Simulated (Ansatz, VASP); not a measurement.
## Two plane-wave programs on Pb

POSCAR

```
Pb
1.0
    3.4335078814      0.0000000000      0.0000000000
   -1.7167539407      2.9735050493      0.0000000000
    0.0000000000      0.0000000000      5.5153176000
Pb
2
Direct
    0.3333333333      0.6666666667      0.2500000000
    0.6666666667      0.3333333333      0.7500000000
```

INCAR.step1

```
SYSTEM = Pb
ALGO = Normal ; EDIFF = 1E-4
ENCUT = 520 ; GGA = PE
ISMEAR = 0 ; LASPH = .True.
LCHARG = .False. ; LREAL = .False.
LWAVE = .True. ; NBANDS = 21
NELM = 100 ; PREC = Accurate
SIGMA = 0.1
```

Contents of INCAR.step2:

```
SYSTEM = Pb
ALGO = Normal ; EDIFF = 1E-6
ENCUT = 520 ; ISIF = 2
ISMEAR = 0 ; ISTART = 1
LASPH = .True. ; LCHARG = .False.
LMIXTAU = .True. ; LREAL = .False.
LWAVE = .False. ; METAGGA = R2SCAN
NBANDS = 21 ; NELM = 100
PREC = Accurate ; SIGMA = 0.1
```

KPOINTS

```
k-points
0
Gamma
  15 15 8
  0 0 0
```

Input for Ansatz:

```yaml
crystal:
  lattice:
    - [3.4335078814, 0.0, 0.0]
    - [-1.7167539407, 2.9735050493, 0.0]
    - [0.0, 0.0, 5.5153176]
  atoms:
    - { symbol: Pb, position: [0.3333333333, 0.6666666667, 0.25] }
    - { symbol: Pb, position: [0.6666666667, 0.3333333333, 0.75] }
basis:
  ecutwfc: 500
kpoints:
  mp_grid: { grid: [15, 15, 8] }
hamiltonian:
  xc: r2scan
scf:
  occupations: { method: gaussian, width: 0.1 }
output:
  forces: true
  stress: true
  eigenvalues: true
```

Alike in both runs: task single point; functional r2SCAN; k mesh 15 × 15 × 8; occupations gaussian, width 0.1 eV; no spin polarisation.

|  | VASP | Ansatz |
| --- | --- | --- |
| version | VASP 6.6.1 | Ansatz 0.2.0 |
| potentials or method | VASP PAW PBE potentials, release 64 (Pb_d) | scalar-relativistic, plane waves, PAW |
| plane-wave cutoff (eV) | 520 | 500 |
| valence electrons in the cell | 28 | 28 |

|  | VASP | Ansatz | Ansatz less VASP |
| --- | --- | --- | --- |
| gap on the k mesh at the Fermi level (eV) | none | none | - |
| pressure (GPa) | 5.5 | 5.5 | -0.02 |
| largest component of the traceless stress (GPa) | 1.57 | 1.57 | -0.001 |

A gap of «none» marks a metal or a gap that the smearing closes.

Caveats: the PAW data sets were made with another functional, which shifts forces and pressure a little (VASP). Spin-orbit coupling is left out, which matters for the levels of Pb.
